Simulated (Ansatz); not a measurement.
**Thallium (bcc) across density functionals**

All rows: Ansatz, plane waves with scalar-relativistic PAW, 420 eV (500 eV for the SCAN forms), relaxed under each functional, no dispersion correction, no zero-point motion. B₀ comes from uniform scaling at fixed shape; a dash is a value not given.

```
functional  V (Å³/atom)         cell  B₀ (GPa)     magnetic state  ΔE to hcp (meV/atom)
       PBE        31.47  a = 3.978 Å        27  spin not included                     4
    r²SCAN        30.10  a = 3.919 Å        32  spin not included                     4
    PBEsol        28.60  a = 3.853 Å        36  spin not included                     5
       LDA        27.27  a = 3.792 Å        43  spin not included                     4
    revPBE        33.07  a = 4.044 Å        21  spin not included                     4
      RPBE        33.82  a = 4.075 Å        20  spin not included                     5
      BLYP        35.55  a = 4.143 Å        18  spin not included                     6
```

LDA gives the smallest volume and BLYP the largest.
